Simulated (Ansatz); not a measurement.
**BeS (F-43m): the equilibrium volume**

Aim: the volume at which the pressure of BeS (F-43m) vanishes.

The COD entry's cell or inner coordinates are ideal or old and differ from later refinements, so a difference from it is no clean test against experiment.

Program: Ansatz 0.2.0. Level of theory: DFT PBE, scalar-relativistic, plane waves, PAW. These are calculated values, not measurements.

**1. Starting point**

The structure is cubic, space group F-43m (No. 216). The conventional cell has a = 4.866 Å, b = 4.866 Å, c = 4.866 Å, α = 90.00°, β = 90.00°, γ = 90.00°. Be (site symmetry -43m) has 4 S at 2.11 Å as nearest neighbours. S (site symmetry -43m) is surrounded by 4 Be at 2.11 Å.

As a file:

```cif
data_structure
_symmetry_space_group_name_H-M 'P 1'
_symmetry_Int_Tables_number 1
_cell_length_a 3.4409
_cell_length_b 3.4409
_cell_length_c 3.4409
_cell_angle_alpha 60.000
_cell_angle_beta 60.000
_cell_angle_gamma 60.000
_cell_volume 28.81
loop_
_atom_site_label
_atom_site_type_symbol
_atom_site_fract_x
_atom_site_fract_y
_atom_site_fract_z
_atom_site_occupancy
Be1 Be 0.00000 0.00000 0.00000 1
S1 S 0.75000 0.75000 0.75000 1
```

**2. At the starting volume**

File input.yaml:

```yaml
crystal:
  lattice:
    - [0.0, 2.4330565376, 2.4330565376]
    - [2.4330565376, 0.0, 2.4330565376]
    - [2.4330565376, 2.4330565376, 0.0]
  atoms:
    - { symbol: Be, position: [0.0, 0.0, 0.0] }
    - { symbol: S, position: [0.75, 0.75, 0.75] }
basis:
  ecutwfc: 420
  ecutrho_ratio: 4
kpoints:
  mp_grid: { grid: [12, 12, 12] }
hamiltonian:
  xc: pbe
scf:
  occupations: { method: gaussian, width: 0.05 }
output:
  forces: true
  stress: true
  eigenvalues: true
```

Started as:

```sh
> ansatz run input.yaml --threads 8 --pin off --max-ram 15360MiB --backend cpu --events-out ev --progress --plain --runs-dir out
```

What it wrote:

```text
Warning: RAYON_NUM_THREADS=8 ignored (pool sized by the plan → 8); use --threads N
Engine: ansatz 0.2.0, aarch64-unknown-linux-gnu
Pseudopotentials: kind: paw
Pseudopotential: Be, paw, valence charge 2, recommended cutoff 420 eV (normal), Be.paw.azcp
Pseudopotential: S, paw, valence charge 6, recommended cutoff 420 eV (normal), S.paw.azcp
Functional definition: PBE
  parameter kappa = 0.804
  parameter beta = 0.06672455060314922
  exchange = pbe_x(kappa = kappa, mu = beta*pi^2/3)
  correlation = pbe_c(beta = beta)
Crystal: 2 atoms, lattice volume = 28.806 Å³
Basis set: ecut = 420 eV, 537 PW (Γ), exchange–correlation on 48×48×48 points (8 copies of the dense FFT grid, shifted against one another)
Bands: 8, of which v1, the nominal top of the filled ones, is band 4 counted from 1 (3 counted from 0)
Symmetry: 24 space group operations
Space group: F-43m (ITA 216), of the structure as read, at distance tolerance 3.1e-5 Å
k-points: 72 of 1728 (time reversal used)
Non-local potential: Be, projectors of the file, l = 0: 2, l = 1: 2, l = 2: 1
Non-local potential: S, projectors of the file, l = 0: 2, l = 1: 2, l = 2: 2
PAW form: soft (Blöchl's): semilocal exchange-correlation on the pseudo side does not see the compensation charge
PAW one-centre angular grid: Be, 110 points (default); XC on 64 Gauss nodes
PAW one-centre angular grid: S, 110 points (default); XC on 64 Gauss nodes
Initial density: superposition of atomic densities (neutral atoms: chi_scale 0, normalization atom), corrected by the library's trained network
Initial wavefunctions: pseudopotential atomic-orbital guess
Functional: x = pbe(κ = 0.804, μ = 0.2195149727645171), c = pbe(β = 0.06672455060314922)
SCF iter   1: F=—  HF=-996.965667 eV  |F-HF|=—  |Δ(HF+E_count)|=         —  Δρ=7.19e-4  dr2=1.37e-4  ethr=1.77e-3  ⟨swp⟩=5.3  Hψ=4736  notcnv=0
preconditioner: auto → none  [insulator: Δε(μ)=3.131 eV  Ē_g=12.729 eV  σ=0.050 eV  W_gap=1.00  n_scr=0 (ndim 8)  ℏωp=19.6 eV  f_vac=0.000  D(μ)=0.00/eV (n_scr^D=0)  ε∞_Penn≈3.4]
SCF iter   2: F=—  HF=-996.965271 eV  |F-HF|=—  |Δ(HF+E_count)|=   3.96e-4  Δρ=4.92e-4  dr2=6.86e-5  ethr=1.71e-6  ⟨swp⟩=2.3  Hψ=1434  notcnv=0
SCF iter   3: F=—  HF=-996.965301 eV  |F-HF|=—  |Δ(HF+E_count)|=   3.05e-5  Δρ=1.78e-4  dr2=3.89e-6  ethr=8.57e-7  ⟨swp⟩=2.4  Hψ=855  notcnv=0
SCF iter   4: F=—  HF=-996.965334 eV  |F-HF|=—  |Δ(HF+E_count)|=   3.28e-5  Δρ=5.60e-5  dr2=7.32e-7  ethr=4.86e-8  ⟨swp⟩=2.0  Hψ=854  notcnv=0
iter 5 did not close the SCF: its close was put off for the readings that it lacked (scf_convergence_deferred on its scf_iter line)
SCF iter   5: F=-996.965337 eV  HF=-996.965337 eV  |F-HF|=1.18e-8  |Δ(HF+E_count)|=   2.64e-6  Δρ=1.13e-5  dr2=4.15e-8  ethr=9.15e-9  ⟨swp⟩=2.5  Hψ=837  notcnv=0
SCF iter   6: F=-996.965337 eV  HF=-996.965337 eV  |F-HF|=2.70e-10  |Δ(HF+E_count)|=   4.77e-9  Δρ=1.23e-6  dr2=4.92e-10  ethr=5.19e-10  ⟨swp⟩=2.1  Hψ=2036  notcnv=0
SCF 1 converged in 6 iterations: F = -996.965337 eV  dr2 = 4.92e-10
SCF converged after 6 iterations
Free energy (F): -996.965337 eV
Harris-Foulkes:  -996.965337 eV  (|F-HF|=2.70e-10)
Internal energy: -996.965337 eV  (E = F + TS)
E sigma→0 (E₀):  -996.965337 eV
Fermi energy:    6.791678 eV
--- Per-component energies (eV) ---
  E_band       = 0.856400
  E_kinetic    = 128.041103
  E_local      = -116.762176  (includes V_loc(G=0)·N_el)
  E_nonlocal   = 32.747102
  E_hartree    = 35.967832
  E_xc         = -117.205486
  E_vxc        = -108.697251  (∫ρ·V_xc dr)
  E_paw        = -659.929425  (= ΣΔE_a)
  E_vpaw       = -6.407897  (= ΣTr[D̂ρ^β])
  E_aug_tail   = 0.000001  (compensation charges beyond the density's cutoff)
  E_ewald      = -299.824289
  E_smearing   = -0.000000  (= −TS)
  E_closure    = 0.000000  (closes the sum)
  Σ components = -996.965337   (vs F -996.965337, Δ=0.00e0)
--- Forces (eV/Å), atoms counted from 1 ---
  atom   1  Be    -0.00000000     0.00000000     0.00000000
  atom   2  S     -0.00000000     0.00000000     0.00000000
  max |Σ_I F_I| component: 3.43e-16 eV/Å
--- Stress (GPa, compression-positive) ---
        0.577090      -0.000000      -0.000000
       -0.000000       0.577090       0.000000
       -0.000000       0.000000       0.577090
  P = ⅓ Tr σ = 0.5771 GPa (5.771 kbar)
--- Band table (eV; the first three rows and the last of 72) ---
  k-point 0: bands = ["-8.3993", "5.2257", "5.2257", "5.2257", "10.8817", "10.8817", "10.8817", "11.0292"]
  k-point 1: bands = ["-8.3208", "4.6356", "5.1330", "5.1330", "10.8162", "11.0500", "11.0500", "11.6923"]
  k-point 2: bands = ["-8.0930", "3.3555", "4.9047", "4.9047", "10.7799", "11.4381", "11.4381", "13.0139"]
  k-point 71: bands = ["-6.2306", "1.0107", "1.4112", "1.9285", "11.6771", "13.2903", "13.6178", "13.9929"]
```

Run time: 0.94 s. Hardware: 8 threads of Arm Neoverse V1, shared host; peak memory 0.31 GiB.

This gives: volume 14.403 Å³/atom, pressure 0.58 GPa, mesh gap 3.13 eV.

**3. Next volume: 14.461 Å³/atom**

Edit input.yaml of step 2 so:

```diff
@@ -2,5 +2,5 @@
   lattice:
-    - [0.0, 2.4330565376, 2.4330565376]
-    - [2.4330565376, 0.0, 2.4330565376]
-    - [2.4330565376, 2.4330565376, 0.0]
+    - [0.0, 2.4362962971, 2.4362962971]
+    - [2.4362962971, 0.0, 2.4362962971]
+    - [2.4362962971, 2.4362962971, 0.0]
   atoms:
```

Started as:

```sh
> ansatz run input.yaml --threads 8 --pin off --max-ram 15360MiB --backend cpu --events-out ev --progress --plain --runs-dir out
```

What it wrote:

```text
Warning: RAYON_NUM_THREADS=8 ignored (pool sized by the plan → 8); use --threads N
[... 9 set-up lines as earlier in the session ...]
Crystal: 2 atoms, lattice volume = 28.921 Å³
Basis set: ecut = 420 eV, 537 PW (Γ), exchange–correlation on 48×48×48 points (8 copies of the dense FFT grid, shifted against one another)
Bands: 8, of which v1, the nominal top of the filled ones, is band 4 counted from 1 (3 counted from 0)
[... 2 set-up lines as earlier in the session ...]
k-points: 72 of 1728 (time reversal used)
[... 8 set-up lines as earlier in the session ...]
SCF iter   1: F=—  HF=-996.965945 eV  |F-HF|=—  |Δ(HF+E_count)|=         —  Δρ=7.04e-4  dr2=1.30e-4  ethr=1.77e-3  ⟨swp⟩=5.3  Hψ=4744  notcnv=0
preconditioner: auto → none  [insulator: Δε(μ)=3.140 eV  Ē_g=12.705 eV  σ=0.050 eV  W_gap=1.00  n_scr=0 (ndim 8)  ℏωp=19.5 eV  f_vac=0.000  D(μ)=0.00/eV (n_scr^D=0)  ε∞_Penn≈3.4]
SCF iter   2: F=—  HF=-996.965553 eV  |F-HF|=—  |Δ(HF+E_count)|=   3.93e-4  Δρ=4.96e-4  dr2=7.08e-5  ethr=1.62e-6  ⟨swp⟩=2.3  Hψ=1439  notcnv=0
SCF iter   3: F=—  HF=-996.965580 eV  |F-HF|=—  |Δ(HF+E_count)|=   2.74e-5  Δρ=1.82e-4  dr2=4.17e-6  ethr=8.85e-7  ⟨swp⟩=2.5  Hψ=865  notcnv=0
SCF iter   4: F=—  HF=-996.965614 eV  |F-HF|=—  |Δ(HF+E_count)|=   3.42e-5  Δρ=5.63e-5  dr2=8.42e-7  ethr=5.21e-8  ⟨swp⟩=2.0  Hψ=855  notcnv=0
iter 5 did not close the SCF: its close was put off for the readings that it lacked (scf_convergence_deferred on its scf_iter line)
SCF iter   5: F=-996.965616 eV  HF=-996.965616 eV  |F-HF|=9.85e-9  |Δ(HF+E_count)|=   2.00e-6  Δρ=1.03e-5  dr2=3.45e-8  ethr=1.05e-8  ⟨swp⟩=2.6  Hψ=868  notcnv=0
SCF iter   6: F=-996.965616 eV  HF=-996.965616 eV  |F-HF|=1.35e-10  |Δ(HF+E_count)|=   4.20e-9  Δρ=9.58e-7  dr2=2.86e-10  ethr=4.32e-10  ⟨swp⟩=2.0  Hψ=2027  notcnv=0
SCF 1 converged in 6 iterations: F = -996.965616 eV  dr2 = 2.86e-10
SCF converged after 6 iterations
Free energy (F): -996.965616 eV
Harris-Foulkes:  -996.965616 eV  (|F-HF|=1.35e-10)
Internal energy: -996.965616 eV  (E = F + TS)
E sigma→0 (E₀):  -996.965616 eV
Fermi energy:    6.750656 eV
--- Per-component energies (eV) ---
  E_band       = 0.603836
  E_kinetic    = 127.916309
  E_local      = -117.207401  (includes V_loc(G=0)·N_el)
  E_nonlocal   = 32.730921
  E_hartree    = 36.101553
  E_xc         = -117.159373
  E_vxc        = -108.636711  (∫ρ·V_xc dr)
  E_paw        = -659.922039  (= ΣΔE_a)
  E_vpaw       = -6.402282  (= ΣTr[D̂ρ^β])
  E_aug_tail   = 0.000001  (compensation charges beyond the density's cutoff)
  E_ewald      = -299.425586
  E_smearing   = -0.000000  (= −TS)
  E_closure    = -0.000000  (closes the sum)
  Σ components = -996.965616   (vs F -996.965616, Δ=0.00e0)
--- Forces (eV/Å), atoms counted from 1 ---
  atom   1  Be    -0.00000000     0.00000000    -0.00000000
  atom   2  S     -0.00000000     0.00000000    -0.00000000
  max |Σ_I F_I| component: 3.13e-16 eV/Å
--- Stress (GPa, compression-positive) ---
        0.200186      -0.000000      -0.000000
       -0.000000       0.200186       0.000000
       -0.000000       0.000000       0.200186
  P = ⅓ Tr σ = 0.2002 GPa (2.002 kbar)
--- Band table (eV; the first three rows and the last of 72) ---
  k-point 0: bands = ["-8.4183", "5.1804", "5.1804", "5.1804", "10.8379", "10.8379", "10.8379", "10.9503"]
  k-point 1: bands = ["-8.3402", "4.5924", "5.0882", "5.0882", "10.7619", "11.0053", "11.0053", "11.6214"]
  k-point 2: bands = ["-8.1137", "3.3174", "4.8614", "4.8614", "10.7240", "11.3916", "11.3916", "12.9398"]
  k-point 71: bands = ["-6.2650", "0.9805", "1.3864", "1.9019", "11.6284", "13.2461", "13.5572", "13.9259"]
```

It took 0.41 s on 8 threads of Arm Neoverse V1, shared host; peak memory 0.31 GiB.

In short: volume 14.461 Å³/atom, pressure 0.20 GPa, gap on the mesh 3.14 eV.

**4. Next volume: 14.492 Å³/atom**

Edit input.yaml of step 3 so:

```diff
@@ -2,5 +2,5 @@
   lattice:
-    - [0.0, 2.4362962971, 2.4362962971]
-    - [2.4362962971, 0.0, 2.4362962971]
-    - [2.4362962971, 2.4362962971, 0.0]
+    - [0.0, 2.4380427907, 2.4380427907]
+    - [2.4380427907, 0.0, 2.4380427907]
+    - [2.4380427907, 2.4380427907, 0.0]
   atoms:
```

Started as:

```sh
> ansatz run input.yaml --threads 8 --pin off --max-ram 15360MiB --backend cpu --events-out ev --progress --plain --runs-dir out
```

What it wrote:

```text
Warning: RAYON_NUM_THREADS=8 ignored (pool sized by the plan → 8); use --threads N
[... 9 set-up lines as earlier in the session ...]
Crystal: 2 atoms, lattice volume = 28.984 Å³
Basis set: ecut = 420 eV, 537 PW (Γ), exchange–correlation on 48×48×48 points (8 copies of the dense FFT grid, shifted against one another)
Bands: 8, of which v1, the nominal top of the filled ones, is band 4 counted from 1 (3 counted from 0)
[... 2 set-up lines as earlier in the session ...]
k-points: 72 of 1728 (time reversal used)
[... 8 set-up lines as earlier in the session ...]
SCF iter   1: F=—  HF=-996.965962 eV  |F-HF|=—  |Δ(HF+E_count)|=         —  Δρ=6.92e-4  dr2=1.23e-4  ethr=1.77e-3  ⟨swp⟩=5.3  Hψ=4746  notcnv=0
preconditioner: auto → none  [insulator: Δε(μ)=3.145 eV  Ē_g=12.692 eV  σ=0.050 eV  W_gap=1.00  n_scr=0 (ndim 8)  ℏωp=19.5 eV  f_vac=0.000  D(μ)=0.00/eV (n_scr^D=0)  ε∞_Penn≈3.4]
SCF iter   2: F=—  HF=-996.965590 eV  |F-HF|=—  |Δ(HF+E_count)|=   3.72e-4  Δρ=4.81e-4  dr2=6.53e-5  ethr=1.54e-6  ⟨swp⟩=2.3  Hψ=1439  notcnv=0
SCF iter   3: F=—  HF=-996.965621 eV  |F-HF|=—  |Δ(HF+E_count)|=   3.17e-5  Δρ=1.73e-4  dr2=3.54e-6  ethr=8.16e-7  ⟨swp⟩=2.3  Hψ=842  notcnv=0
SCF iter   4: F=—  HF=-996.965653 eV  |F-HF|=—  |Δ(HF+E_count)|=   3.12e-5  Δρ=5.58e-5  dr2=6.87e-7  ethr=4.42e-8  ⟨swp⟩=2.1  Hψ=848  notcnv=0
iter 5 did not close the SCF: its close was put off for the readings that it lacked (scf_convergence_deferred on its scf_iter line)
SCF iter   5: F=-996.965655 eV  HF=-996.965655 eV  |F-HF|=1.92e-8  |Δ(HF+E_count)|=   2.95e-6  Δρ=1.28e-5  dr2=5.50e-8  ethr=8.59e-9  ⟨swp⟩=2.5  Hψ=845  notcnv=0
SCF iter   6: F=-996.965655 eV  HF=-996.965655 eV  |F-HF|=4.79e-10  |Δ(HF+E_count)|=   1.94e-9  Δρ=1.54e-6  dr2=8.01e-10  ethr=6.88e-10  ⟨swp⟩=2.1  Hψ=2076  notcnv=0
SCF 1 converged in 6 iterations: F = -996.965655 eV  dr2 = 8.01e-10
SCF converged after 6 iterations
Free energy (F): -996.965655 eV
Harris-Foulkes:  -996.965655 eV  (|F-HF|=4.79e-10)
Internal energy: -996.965655 eV  (E = F + TS)
E sigma→0 (E₀):  -996.965655 eV
Fermi energy:    6.728624 eV
--- Per-component energies (eV) ---
  E_band       = 0.468179
  E_kinetic    = 127.849419
  E_local      = -117.447269  (includes V_loc(G=0)·N_el)
  E_nonlocal   = 32.722275
  E_hartree    = 36.173720
  E_xc         = -117.134630
  E_vxc        = -108.604217  (∫ρ·V_xc dr)
  E_paw        = -659.918079  (= ΣΔE_a)
  E_vpaw       = -6.399280  (= ΣTr[D̂ρ^β])
  E_aug_tail   = 0.000001  (compensation charges beyond the density's cutoff)
  E_ewald      = -299.211092
  E_smearing   = -0.000000  (= −TS)
  E_closure    = -0.000000  (closes the sum)
  Σ components = -996.965655   (vs F -996.965655, Δ=0.00e0)
--- Forces (eV/Å), atoms counted from 1 ---
  atom   1  Be    -0.00000000     0.00000000    -0.00000000
  atom   2  S     -0.00000000     0.00000000     0.00000000
  max |Σ_I F_I| component: 3.52e-16 eV/Å
--- Stress (GPa, compression-positive) ---
       -0.000429      -0.000000       0.000000
       -0.000000      -0.000429       0.000000
        0.000000       0.000000      -0.000429
  P = ⅓ Tr σ = -0.0004 GPa (-0.004 kbar)
--- Band table (eV; the first three rows and the last of 72) ---
  k-point 0: bands = ["-8.4285", "5.1560", "5.1560", "5.1560", "10.8143", "10.8143", "10.8143", "10.9079"]
  k-point 1: bands = ["-8.3506", "4.5693", "5.0642", "5.0642", "10.7325", "10.9812", "10.9812", "11.5836"]
  k-point 2: bands = ["-8.1248", "3.2969", "4.8381", "4.8381", "10.6939", "11.3665", "11.3665", "12.9001"]
  k-point 71: bands = ["-6.2834", "0.9643", "1.3731", "1.8876", "11.6022", "13.2223", "13.5247", "13.8899"]
```

Run time: 0.93 s. Hardware: 8 threads of Arm Neoverse V1, shared host; peak memory 0.31 GiB.

Read off: volume 14.492 Å³/atom, pressure 0.00 GPa, gap on the mesh 3.15 eV.

**5. Pressure against volume so far**

```csv
step,level,mesh,relaxed,volume (Å³/atom),pressure (GPa)
2,PBE,12×12×12,nothing,14.403,0.58
3,PBE,12×12×12,nothing,14.461,0.20
4,PBE,12×12×12,nothing,14.492,0.00
```

How the cell compares, before and after:

| cell as typed | before | after | change |
| --- | --- | --- | --- |
| a (Å) | 3.441 | 3.448 | +0.2 % |
| b (Å) | 3.441 | 3.448 | +0.2 % |
| c (Å) | 3.441 | 3.448 | +0.2 % |
| volume (Å³/atom) | 14.403 | 14.492 | +0.6 % |
| shortest distance (Å) | 2.107 | 2.111 | +0.2 % |
| space group | F-43m | F-43m | same |

**6. Outcome**

| quantity | value |
| --- | --- |
| volume | 14.492 Å³/atom |
| pressure | 0.00 GPa |
| conventional cell | a = 4.876 Å, b = 4.876 Å, c = 4.876 Å, α = 90.00°, β = 90.00°, γ = 90.00° |
| gap on the mesh | 3.15 eV |

In words: Over the 3 runs shown the cell moved from 14.40 to 14.49 Å³/atom, a change of +0.6 %, where the pressure is zero within 0.01 GPa.

The gaps are Kohn-Sham values of a semilocal functional, not quasiparticle or optical gaps. Such gaps usually fall short of the measured ones.
